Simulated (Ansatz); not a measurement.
Crystal: NaCl.

```
Cl Na
1.0
     0.00000    2.79406    2.79406
     2.79406    0.00000    2.79406
     2.79406    2.79406    0.00000
Cl Na
1 1
Direct
  0.50000 0.50000 0.50000
  0.00000 0.00000 0.00000
```

The cell is a database's computed one.

| Property | Result |
| --- | --- |
| Program | Ansatz 0.2.0 |
| Task | relaxation of cell and atoms |
| Functional | BLYP |
| Potentials or basis | Ansatz PAW |
| Cutoff | 420 eV (not typed: the program's choice for these potentials) |
| k mesh | 8 × 8 × 8 |
| Occupations | fermi-dirac, width 0.05 eV |
| Spin | no spin polarisation |

At the start: volume 21.81 Å³/atom.

Problem. Where does the relaxation end?

Solution. It ends after 5 steps and the volume is 23.89 Å³/atom (+9.5 %); space group Fm-3m (No. 225, to 0.05 Å).

The path:
```tsv
step	energy change (eV)	largest force (eV/Å)	volume (Å³)
1	0.0000	0.0000	43.63
2	-0.0264	0.0000	46.37
3	-0.0294	0.0000	47.58
4	-0.0295	0.0000	47.78
5	-0.0297	0.0000	47.78
```

Final structure:
```xyz
2
Lattice="0.0000 2.8801 2.8801 2.8801 0.0000 2.8801 2.8801 2.8801 0.0000" Properties=species:S:1:pos:R:3 pbc="T T T"
Cl    2.8801    2.8801    2.8801
Na    0.0000    0.0000    0.0000
```

Caveat: the plane-wave basis is chosen anew once the cell has moved, so the energies of steps on either side of that aren't comparable; the PAW data sets come from PBE, with cores solved anew for the run's functional, which leaves a small shift of forces and pressure.
